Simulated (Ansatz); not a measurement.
## ZnS (F-43m), stationary points along a deformation path

Level of theory: DFT r2SCAN, scalar-relativistic, plane waves, PAW in Ansatz 0.2.0. Settings: plane waves to 500 eV, k-mesh 8×8×8 (Γ-centred), Gaussian smearing 0.05 eV. No spin polarisation. Energies are free energies at this smearing, counted from the undisturbed cell; pressure is positive in compression.

The starting cell (as given, not relaxed at this level; it stands at -0.9 GPa):

```
Zn S
1.0
     0.00000    2.70465    2.70465
     2.70465    0.00000    2.70465
     2.70465    2.70465    0.00000
Zn S
1 1
Direct
  0.00000 0.00000 0.00000
  0.75000 0.75000 0.75000
```

At fixed volume and fractional coordinates, lengths along (0.577, 0.577, 0.577) are scaled against those across it; ρ is that ratio over its starting value. V = 19.785 Å³/atom. Δσ is the stress along the axis less the mean stress across it (compression positive).

| ρ | ΔE (meV/atom) | Δσ (GPa) | space group |
| --- | --- | --- | --- |
| 0.500 | 5521.4 | 262.98 | R3m |
| 0.600 | 2479.4 | 149.09 | R3m |
| 0.710 | 938.6 | 78.08 | R3m |
| 0.850 | 176.6 | 28.50 | R3m |
| 0.930 | 32.3 | 11.18 | R3m |
| 1.000 | 0.0 | 0.00 | F-43m |
| 1.080 | 31.8 | -9.69 | R3m |
| 1.200 | 163.4 | -20.21 | R3m |
| 1.410 | 515.8 | -32.23 | R3m |
| 1.700 | 1059.9 | -36.72 | R3m |
| 2.000 | 1499.7 | -33.01 | R3m |

Question: How does the stress give the slope of the energy, and where is the energy stationary?

Answer: Along the path d ln(length) is 2/3 d ln ρ on the axis and −1/3 d ln ρ across it, so dE/d ln ρ = −(2/3) V Δσ: the energy falls with ρ where Δσ is positive. Δσ vanishes or changes sign at ρ = 1.000 (F-43m), a minimum at 0.0 meV/atom. Pairs of stationary points between two samples would go unseen, and could change a minimum read from distant neighbours into a maximum. At ρ = 1.000 the cell is cubic, where symmetry alone makes the stress isotropic and the slope zero.

Question: Which shear constant sets the curvature at ρ = 1?

Answer: For a cubic crystal E/V = (2/3) C (ln ρ)² with C = C44, so Δσ = −2C ln ρ. The parabola of Δσ against ln ρ through ρ = 0.930, 1 and 1.080 gives C ≈ 70 GPa with the ions clamped, rough because the steps are large. It is the stress–strain coefficient at this cell's pressure of -0.9 GPa, not the zero-pressure constant.

Forces appear on the atoms along this scan, and letting them relax would lower the energy and soften the response. The gap closes along the scan, which can put kinks into the curve.

Cost: 11 runs of about 2.9 core-minutes in all, on Intel Xeon Processor @ 2.50GHz (Skylake/Cascade Lake) (shared hosts).